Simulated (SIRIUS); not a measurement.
# Cs (Im-3m) in SIRIUS: further runs

The runs below take Cs through equation of state, with AM05.

All numbers are computed with SIRIUS 7.12.0; they aren't measurements. Logs are shortened: lines on timing, memory, paths and dates and some standing lists are left out, and cuts for length are marked. The log counts tension as positive stress, the text compression.

## 1. Starting point

The structure is cubic, space group Im-3m (No. 229). The conventional cell has a = 6.257 Å, b = 6.257 Å, c = 6.257 Å, α = 90.00°, β = 90.00°, γ = 90.00°.

## 2. Equation of state, AM05, 115.13 Å³/atom (volume scaled by 0.94)

sirius.json reads:

```json
{
  "control": {
    "processing_unit": "cpu",
    "std_evp_solver_name": "lapack",
    "gen_evp_solver_name": "lapack",
    "verbosity": 2,
    "print_forces": false,
    "ortho_rf": true,
    "use_second_variation": true,
    "rmt_max": 3.0,
    "num_bands_to_print": 19,
    "save_wf": true
  },
  "parameters": {
    "electronic_structure_method": "full_potential_lapwlo",
    "xc_functionals": ["XC_GGA_X_AM05", "XC_GGA_C_AM05"],
    "core_relativity": "dirac",
    "valence_relativity": "iora",
    "num_fv_states": 19,
    "smearing": "fermi_dirac",
    "smearing_width": 0.0018374661,
    "pw_cutoff": 20,
    "gk_cutoff": 3.54,
    "lmax_apw": 10,
    "lmax_rho": 8,
    "lmax_pot": 8,
    "num_mag_dims": 0,
    "auto_rmt": 0,
    "ngridk": [6, 6, 6],
    "shiftk": [0, 0, 0],
    "num_dft_iter": 80,
    "energy_tol": 1e-07,
    "density_tol": 1e-05,
    "use_symmetry": true
  },
  "settings": {"tol_ne": 1e-10},
  "iterative_solver": {"type": "exact"},
  "mixer": {"type": "anderson", "beta": 0.5, "max_history": 8},
  "unit_cell": {
    "lattice_vectors": [
      [-5.791256412, 5.791256412, 5.791256412],
      [5.791256412, -5.791256412, 5.791256412],
      [5.791256412, 5.791256412, -5.791256412]
    ],
    "atom_types": ["Cs"],
    "atom_files": {"Cs": "Cs.json"},
    "atoms": {"Cs": [[0.0, 0.0, 0.0]]}
  }
}
```

Cs.json reads:

```json
{
  "name": "cesium",
  "symbol": "Cs",
  "number": 55,
  "mass": 132.9054519,
  "rmin": 1e-06,
  "rmt": 2.54,
  "nrmt": 800,
  "rinf": 22.7,
  "core": "1s2s2p3s3p3d4s",
  "valence": [
    {"basis": [{"enu": -0.13, "dme": 0, "n": 0, "auto": 0}, {"enu": -0.13, "dme": 1, "n": 0, "auto": 0}]},
    {"l": 0, "n": 1, "basis": [{"enu": -0.03, "dme": 0, "n": 0, "auto": 0}]},
    {"l": 1, "n": 2, "basis": [{"enu": -0.1893, "dme": 0, "n": 0, "auto": 0}]},
    {"l": 2, "n": 3, "basis": [{"enu": -0.03, "dme": 0, "n": 0, "auto": 0}]},
    {"l": 3, "n": 4, "basis": [{"enu": -0.03, "dme": 0, "n": 0, "auto": 0}]}
  ],
  "lo": [
    {"l": 0, "basis": [{"enu": -0.03, "dme": 0, "n": 0, "auto": 0}, {"enu": -0.03, "dme": 1, "n": 0, "auto": 0}]},
    {
      "l": 0,
      "basis": [{"enu": -0.9346, "dme": 0, "n": 5, "auto": 1}, {"enu": -0.9346, "dme": 1, "n": 5, "auto": 1}]
    },
    {
      "l": 0,
      "basis": [{"enu": -0.9346, "dme": 1, "n": 5, "auto": 1}, {"enu": -0.03, "dme": 0, "n": 0, "auto": 0}]
    },
    {"l": 0, "basis": [{"enu": -0.03, "dme": 0, "n": 0, "auto": 0}, {"enu": 2.45, "dme": 0, "n": 0, "auto": 0}]},
    {
      "l": 1,
      "basis": [{"enu": -0.1893, "dme": 0, "n": 0, "auto": 0}, {"enu": -0.1893, "dme": 1, "n": 0, "auto": 0}]
    },
    {
      "l": 1,
      "basis": [{"enu": -5.8379, "dme": 0, "n": 4, "auto": 1}, {"enu": -5.8379, "dme": 1, "n": 4, "auto": 1}]
    },
    {
      "l": 1,
      "basis": [{"enu": -5.8379, "dme": 1, "n": 4, "auto": 1}, {"enu": -0.1893, "dme": 0, "n": 0, "auto": 0}]
    },
    {
      "l": 1,
      "basis": [{"enu": -0.1893, "dme": 0, "n": 0, "auto": 0}, {"enu": 2.6628, "dme": 0, "n": 0, "auto": 0}]
    },
    {"l": 2, "basis": [{"enu": -0.03, "dme": 0, "n": 0, "auto": 0}, {"enu": -0.03, "dme": 1, "n": 0, "auto": 0}]},
    {
      "l": 2,
      "basis": [{"enu": -2.6803, "dme": 0, "n": 4, "auto": 1}, {"enu": -2.6803, "dme": 1, "n": 4, "auto": 1}]
    },
    {
      "l": 2,
      "basis": [{"enu": -2.6803, "dme": 1, "n": 4, "auto": 1}, {"enu": -0.03, "dme": 0, "n": 0, "auto": 0}]
    },
    {"l": 2, "basis": [{"enu": -0.03, "dme": 0, "n": 0, "auto": 0}, {"enu": 3.194, "dme": 0, "n": 0, "auto": 0}]},
    {"l": 3, "basis": [{"enu": -0.03, "dme": 0, "n": 0, "auto": 0}, {"enu": -0.03, "dme": 1, "n": 0, "auto": 0}]},
    {"l": 3, "basis": [{"enu": -0.03, "dme": 0, "n": 0, "auto": 0}, {"enu": 2.667, "dme": 0, "n": 0, "auto": 0}]}
  ],
  "free_atom": [... radial grid and density of the free atom, the start of the SCF ...]
}
```

sirius_start.json reads:

```json
{
  "control": {
    "processing_unit": "cpu",
    "std_evp_solver_name": "lapack",
    "gen_evp_solver_name": "lapack",
    "verbosity": 1,
    "print_forces": false,
    "ortho_rf": true,
    "use_second_variation": true,
    "rmt_max": 3.0,
    "num_bands_to_print": 19,
    "save_wf": false
  },
  "parameters": {
    "electronic_structure_method": "full_potential_lapwlo",
    "xc_functionals": ["XC_LDA_X", "XC_LDA_C_PW"],
    "core_relativity": "dirac",
    "valence_relativity": "iora",
    "num_fv_states": 19,
    "smearing": "fermi_dirac",
    "smearing_width": 0.0055123983,
    "pw_cutoff": 20,
    "gk_cutoff": 2.83,
    "lmax_apw": 10,
    "lmax_rho": 8,
    "lmax_pot": 8,
    "num_mag_dims": 0,
    "auto_rmt": 0,
    "ngridk": [2, 2, 2],
    "shiftk": [0, 0, 0],
    "num_dft_iter": 30,
    "energy_tol": 0.01,
    "density_tol": 0.05,
    "use_symmetry": true
  },
  "settings": {"tol_ne": 1e-10},
  "iterative_solver": {"type": "exact"},
  "mixer": {"type": "anderson", "beta": 0.5, "max_history": 8},
  "unit_cell": {
    "lattice_vectors": [
      [-5.791256412, 5.791256412, 5.791256412],
      [5.791256412, -5.791256412, 5.791256412],
      [5.791256412, 5.791256412, -5.791256412]
    ],
    "atom_types": ["Cs"],
    "atom_files": {"Cs": "Cs.json"},
    "atoms": {"Cs": [[0.0, 0.0, 0.0]]}
  }
}
```

Potentials or basis: all-electron FP-LAPW, apw+lo standard.

The run is started by

```
$ OMP_NUM_THREADS=1 sirius.scf --input=sirius_start.json --output=start.json
$ OMP_NUM_THREADS=1 sirius.scf --input=sirius.json --output=output.json --task=1
```

Log:

```text
[info] SIRIUS version : 7.12.0
[info] number of MPI ranks           : 1
[info] MPI grid                      : 1 1
[info] maximum number of OMP threads : 1
[fft] FFT context for density and potential
[fft] =====================================
[fft]   plane wave cutoff                     : 20
[fft]   grid size                             : 72 72 72   total : 373248
[fft]   grid limits                           : -35 36   -35 36   -35 36
[fft]   number of G-vectors within the cutoff : 104877
[fft]   number of G-shells                    : 2524
[fft] FFT context for coarse grid
[fft] =====================================
[fft]   plane wave cutoff                     : 7.08
[fft]   grid size                             : 25 25 25   total : 15625
[fft]   grid limits                           : -12 12   -12 12   -12 12
[fft]   number of G-vectors within the cutoff : 4729
[fft]   number of G-shells                    : 146
[unit cell] lattice vectors
[unit cell]   a1 :      -5.7912564120      5.7912564120      5.7912564120
[unit cell]   a2 :       5.7912564120     -5.7912564120      5.7912564120
[unit cell]   a3 :       5.7912564120      5.7912564120     -5.7912564120
[unit cell] reciprocal lattice vectors
[unit cell]   b1 :       0.0000000000      0.5424716901      0.5424716901
[unit cell]   b2 :       0.5424716901      0.0000000000      0.5424716901
[unit cell]   b3 :       0.5424716901      0.5424716901      0.0000000000
[unit cell] unit cell volume :       776.92370667 [a.u.^3]
[unit cell] 1/sqrt(omega)    :         0.03587656
[unit cell] MT volume        :        68.64197317 ( 8.84%)
[unit cell] IT volume        :       708.28173350 (91.16%)
[unit cell] number of atom types : 1
[unit cell] type id : 0 symbol : Cs mt_radius :   2.540000 num_atoms : 1
[unit cell] total number of atoms : 1
[unit cell] number of symmetry classes : 1
[unit cell] atom id  type id  class id             position                      vector_field
[unit cell] ------------------------------------------------------------------------------------------
[unit cell]      0        0        0      0.00000   0.00000   0.00000      0.00000   0.00000   0.00000
[unit cell] atom id         position (Cartesian, a.u.)
[unit cell] ---------------------------------------------
[unit cell]      0       0.000000    0.000000    0.000000
[unit cell] class id : 0 atom id : 0
[unit cell] minimum bond length:    10.030750
[sym] space group number   : 229
[sym] international symbol : Im-3m
[sym] Hall symbol          : -I 4 2 3
[sym] space group transformation matrix :
[sym]  -0.5000  0.5000  0.5000
[sym]   0.5000 -0.5000  0.5000
[sym]   0.5000  0.5000 -0.5000
[sym] space group origin shift :
[... 248 lines left out ...]
[generate_radial_functions] {l: 0, n: 5, enu: -0.754998, dme: 1, auto: 1}
[generate_radial_functions] {l: 0, n: 5, enu: -0.754998, dme: 1, auto: 1}
[generate_radial_functions] {l: 1, n: 4, enu: -5.72813, dme: 0, auto: 1}
[generate_radial_functions] {l: 1, n: 4, enu: -5.72813, dme: 1, auto: 1}
[generate_radial_functions] {l: 1, n: 4, enu: -5.72813, dme: 1, auto: 1}
[generate_radial_functions] {l: 2, n: 4, enu: -2.56012, dme: 0, auto: 1}
[generate_radial_functions] {l: 2, n: 4, enu: -2.56012, dme: 1, auto: 1}
[generate_radial_functions] {l: 2, n: 4, enu: -2.56012, dme: 1, auto: 1}
[diagonalize] Lowest band energies
[diagonalize] ik:    0   -5.728131   -5.728131   -5.728131   -2.560065   -2.560065   -2.560059   -2.560059   -2.560059   -0.818042   -0.329342   -0.329342   -0.329342   -0.000111    0.153877    0.153877    0.153877    0.184958    0.184958    0.254029
[diagonalize] ik:    1   -5.728131   -5.728131   -5.728131   -2.560063   -2.560062   -2.560056   -2.560054   -2.560054   -0.817982   -0.330614   -0.329756   -0.329343    0.010891    0.140333    0.143223    0.164919    0.176621    0.183397    0.266675
[diagonalize] ik:    2   -5.728131   -5.728131   -5.728131   -2.560063   -2.560061   -2.560056   -2.560053   -2.560053   -0.817862   -0.333084   -0.330578   -0.329346    0.039245    0.110902    0.128275    0.182637    0.188234    0.196652    0.245203
[diagonalize] ik:    3   -5.728131   -5.728131   -5.728131   -2.560065   -2.560063   -2.560059   -2.560055   -2.560055   -0.817802   -0.334285   -0.330985   -0.329349    0.063084    0.092911    0.122436    0.179354    0.201793    0.216984    0.236985
[diagonalize] ik:    4   -5.728131   -5.728131   -5.728131   -2.560065   -2.560063   -2.560056   -2.560056   -2.560054   -0.817892   -0.332293   -0.330277   -0.329632    0.030969    0.120986    0.128991    0.172900    0.184782    0.195503    0.253594
[diagonalize] ...
[diagonalize] ik:   11   -5.728131   -5.728131   -5.728131   -2.560063   -2.560063   -2.560055   -2.560055   -2.560052   -0.817755   -0.333933   -0.331460   -0.330248    0.073878    0.090632    0.131484    0.146561    0.195174    0.233636    0.235347
[diagonalize] ik:   12   -5.728131   -5.728131   -5.728131   -2.560065   -2.560064   -2.560056   -2.560055   -2.560053   -0.817732   -0.333322   -0.332218   -0.330612    0.076655    0.096714    0.118734    0.164584    0.177009    0.218472    0.232682
[diagonalize] ik:   13   -5.728131   -5.728131   -5.728131   -2.560067   -2.560065   -2.560055   -2.560055   -2.560054   -0.817711   -0.332604   -0.331950   -0.331950    0.069804    0.099875    0.150517    0.150517    0.160372    0.198848    0.265174
[diagonalize] ik:   14   -5.728131   -5.728131   -5.728131   -2.560065   -2.560061   -2.560054   -2.560051   -2.560051   -0.817661   -0.333224   -0.332401   -0.332007    0.086808    0.088006    0.139499    0.154503    0.179629    0.227613    0.228415
[diagonalize] ik:   15   -5.728131   -5.728131   -5.728131   -2.560066   -2.560066   -2.560052   -2.560052   -2.560052   -0.817614   -0.332867   -0.332867   -0.332867    0.085228    0.085228    0.171658    0.171658    0.171658    0.224873    0.224873
[generate_core_charge_density] atom class : 0
[generate_core_charge_density]   n,l,k : 1 0 1  energy :       -1313.16548184
[generate_core_charge_density]   n,l,k : 2 0 1  energy :        -205.82934886
[generate_core_charge_density]   n,l,k : 2 1 1  energy :        -193.68243950
[generate_core_charge_density]   n,l,k : 2 1 2  energy :        -180.75577794
[generate_core_charge_density]   n,l,k : 3 0 1  energy :         -42.65393441
[generate_core_charge_density]   n,l,k : 3 1 1  energy :         -37.57713150
[generate_core_charge_density]   n,l,k : 3 1 2  energy :         -35.09979966
[generate_core_charge_density]   n,l,k : 3 2 2  energy :         -26.16409853
[generate_core_charge_density]   n,l,k : 3 2 3  energy :         -25.63749380
[generate_core_charge_density]   n,l,k : 4 0 1  energy :          -7.90771396
[find] Total energy                   :   -7784.32246423 (Ha),  -15568.64492846 (Ry)
[find] iteration : 1, RMS (target) : 3.0336e-02 (1.0000e-05) , energy difference (target) : -8.7850e-05 (1.0000e-07)
[find] Total energy                   :   -7784.32248044 (Ha),  -15568.64496088 (Ry)
[find] iteration : 2, RMS (target) : 6.1161e-04 (1.0000e-05) , energy difference (target) : -1.6208e-05 (1.0000e-07)
[find] Total energy                   :   -7784.32248133 (Ha),  -15568.64496267 (Ry)
[find] iteration : 3, RMS (target) : 1.7293e-04 (1.0000e-05) , energy difference (target) : -8.9472e-07 (1.0000e-07)
[find] Total energy                   :   -7784.32248127 (Ha),  -15568.64496253 (Ry)
[... 13 lines left out ...]
[find] valence_eval_sum               :     -63.49025232
[find] core_eval_sum                  :   -4723.46294562
[find] kinetic energy                 :    8285.07727786
[find] enuc                           :   -9470.21853153
[find] <rho|V^{XC}>                   :    -247.16376702
[find] <rho|E^{XC}>                   :    -186.74786930
[find] <mag|B^{XC}>                   :       0.00000000
[find] <rho|V^{H}>                    :  -12824.86670878
[find] smearing (-TS)                 :      -0.00066821
[find] SCF correction                 :      -0.00000385
[find] Total energy                   :   -7784.32248121 (Ha),  -15568.64496242 (Ry)
[find] Free energy (E-TS)             :   -7784.32314942 (Ha),  -15568.64629884 (Ry)
[find] band gap (eV)                  :       0.00000000
[find] Efermi                         :       0.06327060
[find] iteration : 6, RMS (target) : 2.1915e-06 (1.0000e-05) , energy difference (target) : -3.2879e-08 (1.0000e-07)
[find] converged after 7 SCF iterations!
[find] Charges and magnetic moments
[find] --------------------------------------------------------------------------------
[find] atom      charge    core leakage
[find] --------------------------------------------------------------------------------
[find]    0   52.426851    2.758716e-06
[find] total core leakage    : 2.75871572e-06
[find] interstitial charge   : 2.573145
[find] total charge          : 54.999996
[find] Energy
[find] --------------------------------------------------------------------------------
[find] valence_eval_sum               :     -63.49025232
[find] core_eval_sum                  :   -4723.46294562
[find] kinetic energy                 :    8285.07727786
[find] enuc                           :   -9470.21853153
[find] <rho|V^{XC}>                   :    -247.16376702
[find] <rho|E^{XC}>                   :    -186.74786930
[find] <mag|B^{XC}>                   :       0.00000000
[find] <rho|V^{H}>                    :  -12824.86670878
[find] smearing (-TS)                 :      -0.00066821
[find] SCF correction                 :      -0.00000385
[find] Total energy                   :   -7784.32248121 (Ha),  -15568.64496242 (Ry)
[find] Free energy (E-TS)             :   -7784.32314942 (Ha),  -15568.64629884 (Ry)
[find] band gap (eV)                  :       0.00000000
[find] Efermi                         :       0.06327060
```

It took 62 s on 1 thread of Arm Neoverse V2, shared host; peak memory 0.6 GiB.

What came out:

- Free energy: -211822.2239 eV
- Band gap on the k mesh: none (metal or under the smearing width)
- All electrons inside the program's atomic spheres: Cs 52.43 (radii Cs 2.54 bohr)

## 3. Equation of state, AM05, 117.58 Å³/atom (volume scaled by 0.96)

Edit sirius.json of step 2 so:

```diff
@@ -40,5 +40,5 @@
     "lattice_vectors": [
-      [-5.791256412, 5.791256412, 5.791256412],
-      [5.791256412, -5.791256412, 5.791256412],
-      [5.791256412, 5.791256412, -5.791256412]
+      [-5.8320412516, 5.8320412516, 5.8320412516],
+      [5.8320412516, -5.8320412516, 5.8320412516],
+      [5.8320412516, 5.8320412516, -5.8320412516]
     ],
```

Cs.json is that of step 2.

Edit sirius_start.json of step 2 so:

```diff
@@ -40,5 +40,5 @@
     "lattice_vectors": [
-      [-5.791256412, 5.791256412, 5.791256412],
-      [5.791256412, -5.791256412, 5.791256412],
-      [5.791256412, 5.791256412, -5.791256412]
+      [-5.8320412516, 5.8320412516, 5.8320412516],
+      [5.8320412516, -5.8320412516, 5.8320412516],
+      [5.8320412516, 5.8320412516, -5.8320412516]
     ],
```

Potentials or basis: all-electron FP-LAPW, apw+lo standard.

The run is started by

```
$ OMP_NUM_THREADS=1 sirius.scf --input=sirius_start.json --output=start.json
$ OMP_NUM_THREADS=1 sirius.scf --input=sirius.json --output=output.json --task=1
```

Run time: 63 s. Hardware: 1 thread of Arm Neoverse V2, shared host; peak memory 0.61 GiB.

The run converged. Its results:

```yaml
Free_energy: -211822.2244 eV
Band_gap_on_the_k_mesh: none (metal or under the smearing width)
All_electrons_inside_the_program's_atomic_spheres: Cs 52.43 (radii Cs 2.54 bohr)
```

## 4. Equation of state, AM05, 120.03 Å³/atom (volume scaled by 0.98)

Edit sirius.json of step 3 so:

```diff
@@ -40,5 +40,5 @@
     "lattice_vectors": [
-      [-5.8320412516, 5.8320412516, 5.8320412516],
-      [5.8320412516, -5.8320412516, 5.8320412516],
-      [5.8320412516, 5.8320412516, -5.8320412516]
+      [-5.8722634968, 5.8722634968, 5.8722634968],
+      [5.8722634968, -5.8722634968, 5.8722634968],
+      [5.8722634968, 5.8722634968, -5.8722634968]
     ],
```

Cs.json is that of step 3.

Edit sirius_start.json of step 3 so:

```diff
@@ -40,5 +40,5 @@
     "lattice_vectors": [
-      [-5.8320412516, 5.8320412516, 5.8320412516],
-      [5.8320412516, -5.8320412516, 5.8320412516],
-      [5.8320412516, 5.8320412516, -5.8320412516]
+      [-5.8722634968, 5.8722634968, 5.8722634968],
+      [5.8722634968, -5.8722634968, 5.8722634968],
+      [5.8722634968, 5.8722634968, -5.8722634968]
     ],
```

The run is started by

```
$ OMP_NUM_THREADS=1 sirius.scf --input=sirius_start.json --output=start.json
$ OMP_NUM_THREADS=1 sirius.scf --input=sirius.json --output=output.json --task=1
```

Wall time 64 s (1 thread of Arm Neoverse V2, shared host); peak memory 0.62 GiB.

The run converged. Its results:

```yaml
Free_energy: -211822.2243 eV
Band_gap_on_the_k_mesh: none (metal or under the smearing width)
All_electrons_inside_the_program's_atomic_spheres: Cs 52.43 (radii Cs 2.54 bohr)
```

(Continued in part 2 of 2.)
